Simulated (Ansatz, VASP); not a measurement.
# InAs: VASP beside Ansatz

Wanted: the spread between two codes on one cell, functional and k mesh. The cell is taken from a series of VASP runs on this material, whose earlier steps may have relaxed, scaled or displaced it; both programs get it as it stands.

Calculated with Ansatz 0.2.0; plane waves, with VASP 6.6.1 beside it; band structure at PBE0.

## 1. Set-up

Symmetry: F-43m, No. 216, cubic system. Conventional cell: a = 6.058 Å, b = 6.058 Å, c = 6.058 Å, α = 90.00°, β = 90.00°, γ = 90.00°. In has 4 As at 2.62 Å nearest. Nearest to As lie 4 In at 2.62 Å. Farther neighbours are not listed.

## 2. Ansatz: band structure, PBE0

Ansatz runs on its default PAW (the set named soft_2) files.

Levels along a path test the potential and the projectors away from the mesh points.

Input file input.yaml:

```yaml
crystal:
  lattice:
    - [0.0, 3.0292, 3.0292]
    - [3.0292, 0.0, 3.0292]
    - [3.0292, 3.0292, 0.0]
  atoms:
    - { symbol: In, position: [0.0, 0.0, 0.0] }
    - { symbol: As, position: [0.75, 0.75, 0.75] }
hamiltonian:
  xc: pbe0
  pseudopotentials: { kind: paw }
kpoints:
  mp_grid: { grid: [4, 4, 4] }
  band_path:
    path:
      - [0.0, 0.0, 0.0]
      - [0.5, 0.0, 0.5]
      - [0.5, 0.22222, 0.72222]
      - [0.40278, 0.34722, 0.75]
      - [0.125, 0.125, 0.25]
      - [0.27778, 0.27778, 0.27778]
      - [0.55556, 0.38889, 0.55556]
      - [0.58333, 0.25, 0.66667]
      - [0.5, 0.30556, 0.69444]
      - [0.48611, 0.48611, 0.52778]
      - [0.625, 0.25, 0.625]
      - [0.5, 0.0, 0.5]
    npoints: 1
scf:
  occupations: { method: gaussian, width: 0.03 }
  n_extra_bands: 7
output:
  forces: true
  stress: true
  eigenvalues: true
```

The run is started by

```bash
$ ansatz run input.yaml --threads 4 --pin off --max-ram 9216MiB --backend cpu --events-out ev --progress --plain --runs-dir out
```

Numbers of over 12 decimals in the logs are rounded to 6 here.

Output:

```text
Warning: output.stress: scf.convergence.dr2_threshold = 1e-7 eV (the SCF's general default) is looser than the 2e-10 eV advised for a printed stress (1e-10 eV for each atom of the cell: 2). What an SCF threshold leaves in a stress goes as its square root, and in the free energy as the threshold itself, and one threshold admits the most on a small cell: [figures from the program's tests cut] Set scf.convergence.dr2_threshold to 2e-10 eV or tighter. The threshold is an SCF's pass mark: one that does not reach it within its budget of iterations ends unconverged, or closes short of it on a stop that the run arms, and scf.convergence.dr2_threshold's page says what that costs each kind of run
Warning: output.stress: scf.exx.energy_threshold = 1e-6 eV is looser than the 2e-8 eV advised for a stress under a hybrid functional (1e-8 eV for each atom of the cell: 2). Every SCF of the exchange loop can meet its threshold on dr2 while the loop round them stops early: no threshold on dr2 bounds what that leaves in the stress. Set scf.exx.energy_threshold to 2e-8 eV or tighter. The threshold is the loop's pass mark: a loop that does not reach it within its budget of cycles ends unconverged, and scf.exx.energy_threshold's page has the law
scf.n_extra_bands = 7 over 14 filled bands (N_el = 28.0): the run solves 21 bands
Engine: ansatz 0.2.0, aarch64-unknown-linux-gnu
Pseudopotentials: kind: paw
Pseudopotential: In, paw, valence charge 13, recommended cutoff 420 eV (normal), In.paw.azcp
Pseudopotential: As, paw, valence charge 15, recommended cutoff 420 eV (normal), As.paw.azcp
Functional definition: PBE0
  parameter a = 0.25
  parameter kappa = 0.804
  parameter beta = 0.066725
  exchange = (1 - a)*pbe_x(kappa = kappa, mu = beta*pi^2/3) + a*exact_x
  correlation = pbe_c(beta = beta)
Crystal: 2 atoms, lattice volume = 55.592 Å³
Basis set: ecut = 420 eV, 1067 PW (Γ), exchange–correlation on 60×60×60 points (8 copies of the dense FFT grid, shifted against one another)
Bands: 21, of which v1, the nominal top of the filled ones, is band 14 counted from 1 (13 counted from 0)
Symmetry: 24 space group operations
Space group: F-43m (ITA 216), of the structure as read, at distance tolerance 3.8e-5 Å
k-points: 8 of 64 (time reversal used)
Non-local potential: In, projectors of the file, l = 0: 2, l = 1: 2, l = 2: 2, l = 3: 2
Non-local potential: As, projectors of the file, l = 0: 2, l = 1: 2, l = 2: 3, l = 3: 1
PAW form: soft (Blöchl's): semilocal exchange-correlation on the pseudo side does not see the compensation charge
PAW frozen core: In, regenerated for the run's functional, and the local potential with it (the file was generated under x = pbe(κ = 0.804, μ = 0.219515), c = pbe(β = 0.066725))
PAW frozen core: As, regenerated for the run's functional, and the local potential with it (the file was generated under x = pbe(κ = 0.804, μ = 0.219515), c = pbe(β = 0.066725))
PAW one-centre angular grid: In, 590 points (default); XC on 64 Gauss nodes
PAW one-centre angular grid: As, 590 points (default); XC on 64 Gauss nodes
Initial density: superposition of atomic densities (neutral atoms: chi_scale 0, normalization atom), corrected by the library's trained network
Initial wavefunctions: pseudopotential atomic-orbital guess
Functional: x = pbe(κ = 0.804, μ = 0.219515), c = pbe(β = 0.066725), warm-up for x = 0.75 pbe(κ = 0.804, μ = 0.219515) + 0.25 exact, c = pbe(β = 0.066725)
SCF iter   1: F=—  HF=-10454.296816 eV  |F-HF|=—  |Δ(HF+E_count)|=         —  Δρ=1.46e-3  dr2=2.10e-3  ethr=1.77e-3  ⟨swp⟩=13.4  Hψ=807  notcnv=0
preconditioner: auto → none  [insulator: Δε(μ)=0.914 eV  Ē_g=17.050 eV  σ=0.030 eV  W_gap=0.67  n_scr=14 (ndim 8)  ℏωp=21.1 eV  f_vac=0.107  D(μ)=1.61/eV (n_scr^D=14)]
iter 2 solved again at ethr=5.26e-7 eV; its pass at ethr=7.51e-6 eV (dr2=1.47e-4 eV) is discarded
SCF iter   2: F=—  HF=-10454.296396 eV  |F-HF|=—  |Δ(HF+E_count)|=   4.20e-4  Δρ=4.05e-4  dr2=1.47e-4  ethr=5.26e-7  ⟨swp⟩=2.2  Hψ=818  notcnv=0  defer=2
SCF iter   3: F=—  HF=-10454.296359 eV  |F-HF|=—  |Δ(HF+E_count)|=   3.70e-5  Δρ=1.49e-4  dr2=9.28e-6  ethr=5.26e-7  ⟨swp⟩=3.1  Hψ=357  notcnv=0  defer=1
SCF iter   4: F=—  HF=-10454.296383 eV  |F-HF|=—  |Δ(HF+E_count)|=   2.43e-5  Δρ=2.42e-5  dr2=3.67e-7  ethr=3.31e-8  ⟨swp⟩=3.6  Hψ=359  notcnv=0
SCF iter   5: F=—  HF=-10454.296383 eV  |F-HF|=—  |Δ(HF+E_count)|=   2.38e-7  Δρ=1.04e-5  dr2=2.76e-8  ethr=1.31e-9  ⟨swp⟩=3.4  Hψ=379  notcnv=0
SCF iter   6: F=—  HF=-10454.296384 eV  |F-HF|=—  |Δ(HF+E_count)|=   1.03e-7  Δρ=3.18e-6  dr2=4.72e-9  ethr=9.87e-11  ⟨swp⟩=4.0  Hψ=394  notcnv=0
SCF iter   7: F=-10454.296384 eV  HF=-10454.296384 eV  |F-HF|=1.60e-10  |Δ(HF+E_count)|=   1.36e-9  Δρ=5.88e-7  dr2=2.92e-10  ethr=1.69e-11  ⟨swp⟩=3.8  Hψ=365  notcnv=0
SCF 1 converged in 7 iterations: F = -10454.296384 eV  dr2 = 2.92e-10
  greatest PAW one-centre occupation: 0.999 electrons in one spin orbital (limit 2), on the As atom at site 1 (counted from 0), in its partial waves of l = 2
Initial density: handed on by an earlier stage of this run
Initial wavefunctions: those handed on with the density
Functional: x = 0.75 pbe(κ = 0.804, μ = 0.219515) + 0.25 exact, c = pbe(β = 0.066725)
Frozen-core exchange: fock
iter 1 solved again at ethr=3.63e-5 eV; its pass at ethr=1.00e-1 eV (dr2=1.02e-2 eV) is discarded
SCF iter   1: F=—  HF=-10458.784525 eV  |F-HF|=—  |Δ(HF+E_count)|=         —  Δρ=6.26e-3  dr2=1.32e-2  ethr=3.63e-5  ⟨swp⟩=5.4  Hψ=969  notcnv=0
preconditioner: auto → none  [insulator: Δε(μ)=0.329 eV  Ē_g=19.866 eV  σ=0.030 eV  W_gap=1.00  n_scr=14 (ndim 8)  ℏωp=21.1 eV  f_vac=0.105  D(μ)=0.00/eV (n_scr^D=0)]
[...]
SCF 2 converged in 6 iterations: F = -10458.777336 eV  dr2 = 4.85e-9
hybrid outer 1: dexx = +2.234e-2 eV, tail = 7.50e-3 eV
Frozen-core exchange: fock
SCF iter   1: F=—  HF=-10458.801359 eV  |F-HF|=—  |Δ(HF+E_count)|=         —  Δρ=8.52e-4  dr2=3.02e-4  ethr=1.34e-4  ⟨swp⟩=2.8  Hψ=342  notcnv=0
preconditioner: auto → none  [insulator: Δε(μ)=1.158 eV  Ē_g=19.861 eV  σ=0.030 eV  W_gap=1.00  n_scr=14 (ndim 8)  ℏωp=21.1 eV  f_vac=0.106  D(μ)=0.00/eV (n_scr^D=0)]
SCF iter   2: F=—  HF=-10458.801362 eV  |F-HF|=—  |Δ(HF+E_count)|=   2.48e-6  Δρ=1.16e-4  dr2=6.25e-5  ethr=8.56e-7  ⟨swp⟩=4.0  Hψ=437  notcnv=0
SCF iter   3: F=-10458.801674 eV  HF=-10458.801679 eV  |F-HF|=4.86e-6  |Δ(HF+E_count)|=   3.17e-4  Δρ=1.43e-4  dr2=1.10e-5  ethr=1.72e-8  ⟨swp⟩=4.6  Hψ=498  notcnv=0  defer=1
SCF 3 stopped early in 3 iterations: F = -10458.801674 eV  dr2 = 1.10e-5
hybrid outer 2: dexx = +3.741e-4 eV, tail = 3.84e-5 eV, Δε = 2.14e-1 eV (about 1.88e-2 eV left of the loop's levels)
Frozen-core exchange: fock
SCF iter   1: F=—  HF=-10458.801566 eV  |F-HF|=—  |Δ(HF+E_count)|=         —  Δρ=3.72e-5  dr2=7.47e-6  ethr=4.63e-7  ⟨swp⟩=5.5  Hψ=403  notcnv=0
preconditioner: auto → none  [insulator: Δε(μ)=1.174 eV  Ē_g=19.864 eV  σ=0.030 eV  W_gap=1.00  n_scr=14 (ndim 8)  ℏωp=21.1 eV  f_vac=0.107  D(μ)=0.00/eV (n_scr^D=0)]
SCF iter   2: F=—  HF=-10458.801566 eV  |F-HF|=—  |Δ(HF+E_count)|=   3.82e-7  Δρ=1.38e-5  dr2=6.57e-6  ethr=4.62e-9  ⟨swp⟩=3.4  Hψ=319  notcnv=0
SCF iter   3: F=—  HF=-10458.801682 eV  |F-HF|=—  |Δ(HF+E_count)|=   1.17e-4  Δρ=3.22e-5  dr2=1.06e-6  ethr=2.81e-10  ⟨swp⟩=4.9  Hψ=554  notcnv=0  defer=2
SCF iter   4: F=—  HF=-10458.801682 eV  |F-HF|=—  |Δ(HF+E_count)|=   3.89e-7  Δρ=7.35e-6  dr2=8.09e-8  ethr=2.81e-10  ⟨swp⟩=4.1  Hψ=371  notcnv=0
SCF iter   5: F=—  HF=-10458.801682 eV  |F-HF|=—  |Δ(HF+E_count)|=   5.66e-9  Δρ=1.97e-6  dr2=6.01e-8  ethr=6.34e-11  ⟨swp⟩=2.8  Hψ=319  notcnv=0
SCF iter   6: F=—  HF=-10458.801682 eV  |F-HF|=—  |Δ(HF+E_count)|=   3.45e-7  Δρ=5.29e-6  dr2=2.60e-8  ethr=2.82e-12  ⟨swp⟩=5.4  Hψ=579  notcnv=0  defer=2
SCF iter   7: F=-10458.801682 eV  HF=-10458.801682 eV  |F-HF|=1.91e-10  |Δ(HF+E_count)|=   9.22e-9  Δρ=5.03e-7  dr2=1.84e-9  ethr=2.82e-12  ⟨swp⟩=4.0  Hψ=424  notcnv=0
SCF 4 converged in 7 iterations: F = -10458.801682 eV  dr2 = 1.84e-9
  Residual-converged pass: ⟨swp⟩=2.1  Hψ=205  notcnv=0  max |occ|·‖R‖ = 2.3e-6 eV (tolerance 2.4e-6 eV)  dr2=1.84e-9  dr2_onsite=2.56e-11  max |Δocc| = 1.3e-179
hybrid outer 3: dexx = +3.249e-7 eV, tail = 4.18e-8 eV, Δε = 2.33e-3 eV (about 9.63e-5 eV left of the loop's levels)
NSCF: frozen V_eff on 12 k-points
hybrid SCF converged: 3 outer / 16 inner (+7 warm-up), last move |dexx| = 3.25e-7 eV, tail = 4.18e-8 eV
Stability not checked: this state was not tested for a lower state beside it, because the functional holds exact exchange (a hybrid, or Hartree-Fock), whose exchange loop this test does not read (fock_operator; see scf.lower_state_search)
Free energy (F): -10458.801682 eV
Frozen-core exchange: fock
Harris-Foulkes:  -10458.801682 eV  (|F-HF|=1.91e-10)
Internal energy: -10458.801682 eV  (E = F + TS)
E sigma→0 (E₀):  -10458.801682 eV
Fermi energy:    7.648382 eV
--- Per-component energies (eV) ---
  E_band       = -390.299737
  E_kinetic    = 346.734935
  E_local      = -3285.607069  (includes V_loc(G=0)·N_el)
  E_nonlocal   = -303.241969
  E_hartree    = 1592.296626
  E_xc         = -226.025735
  E_vxc        = -137.467169  (∫ρ·V_xc dr)
  E_exx        = -105.218621  (= α·E_x^exact, valence–valence)
  E_paw        = -5959.021469  (= ΣΔE_a)
  E_vpaw       = 15.125726  (= ΣTr[D̂ρ^β])
  E_aug_tail   = 0.000035  (compensation charges beyond the density's cutoff)
  E_ewald      = -2518.453269
  E_core_change = -0.265145  (= ΣΔE_core)
  E_smearing   = -0.000000  (= −TS)
  E_closure    = 0.000000  (closes the sum)
  Σ components = -10458.801682   (vs F -10458.801682, Δ=1.82e-12)
--- Forces (eV/Å), atoms counted from 1 ---
  atom   1  In    -0.00000000     0.00000000     0.00000000
  atom   2  As     0.00000000    -0.00000000    -0.00000000
  max |Σ_I F_I| component: 2.92e-16 eV/Å
--- Stress (GPa, compression-positive) ---
        1.479436      -0.000000      -0.000000
        0.000000       1.479436       0.000000
       -0.000000       0.000000       1.479436
  P = ⅓ Tr σ = 1.4794 GPa (14.794 kbar)
--- Band table (eV; the first three rows and the last of 8) ---
  k-point 0: bands = [... 10 lower, -5.9962, 7.0589, 7.0589, 7.0589, 8.2371, 12.4067, 12.4067, 12.4067, ... 3 higher]
  k-point 1: bands = [... 10 lower, -5.3448, 3.1099, 6.4429, 6.4429, 9.6761, 13.1723, 13.1723, 13.7660, ... 3 higher]
  k-point 2: bands = [... 10 lower, -4.3929, 0.7377, 5.9726, 5.9726, 9.3699, 13.2030, 13.2030, 15.4470, ... 3 higher]
  k-point 7: bands = [... 10 lower, -3.7376, 0.8420, 3.8241, 3.9434, 12.7279, 12.9016, 13.6309, 14.5910, ... 3 higher]
```

Wall time 25 s (4 threads of Arm Neoverse V1, shared host); peak memory 0.79 GiB.

(Part 1 of 2 ends here.)

[Lines on the potential files, build, host, timing and source positions are cut from VASP's logs without a mark.]

[Logs are printed without paths, hosts, clocks, repeated set-up lines and the standing remarks that a program may print on its own settings, such as how far it seeks lower states.]

[Hosts, paths, dates, database ids (printed as entryN), source tags and the programs' standing remarks are cut or masked in the printed files.]
